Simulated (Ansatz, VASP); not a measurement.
BaTiO3 in VASP and in Ansatz

```
Ba Ti O
1.0
     4.05862    0.00000    0.00000
     0.00000    4.05862    0.00000
     0.00000    0.00000    4.05862
Ba Ti O
1 1 3
Direct
  0.00000 0.00000 0.00000
  0.50000 0.50000 0.50000
  0.50000 0.50000 0.00000
  0.00000 0.50000 0.50000
  0.50000 0.00000 0.50000
```

Alike in both runs: task single point; functional r2SCAN; k mesh 6 × 6 × 6; no spin polarisation.

```csv
,VASP,Ansatz
version,VASP 6.6.1,Ansatz 0.2.0
potentials or method,"VASP PAW PBE potentials, release 64 (Ba_sv, Ti_sv, O)",PAW plane waves
plane-wave cutoff (eV),520,500
occupations,"fermi-dirac, width 0.1 eV",fermi-dirac
valence electrons in the cell,40,40
```

Ansatz gave:

```
pressure (GPa) : -7.8
```

Problem. What did VASP give for the same quantities?

Solution. Pressure (GPa): -6.2.

Caveats: the PAW data sets were made with another functional, which shifts forces and pressure a little (VASP); spin-orbit coupling is left out, which moves the levels of the heavy elements. A k mesh can miss the band edges. r2SCAN opens gaps a little over a GGA but as a rule still falls short of measured ones.
